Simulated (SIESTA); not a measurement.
Crystal: Ru.

```
CELL_PARAMETERS angstrom
2.70580 0.00000 0.00000
-1.35290 2.34329 0.00000
0.00000 0.00000 4.28190
ATOMIC_POSITIONS crystal
Ru 0.66667 0.33333 0.75000
Ru 0.33333 0.66667 0.25000
```

Program: SIESTA 5.4.2. Alike in all runs: task single point; level PBE; no spin polarisation; cell as given; k mesh 11 × 11 × 6; smearing fermi-dirac 0.05 eV; grid cutoff 800 Ry; energy shift 0.003 Ry. Hardware: 1 thread of Arm Neoverse V1, on a shared host.

Q: Order these runs on this cell by their wall time, lowest first.
A. potentials or basis PseudoDojo 0.4 standard (PBE files), DZ (energy shift 0.003 Ry; two zetas on semicore shells)
B. potentials or basis PseudoDojo 0.4 standard (PBE files), DZDP (energy shift 0.003 Ry; two zetas on semicore shells)
C. potentials or basis PseudoDojo 0.4 standard (PBE files), SZ (energy shift 0.003 Ry)

A: C (16 s), A (35 s), B (99 s).

Caveats: the basis has no polarisation orbitals (some runs).
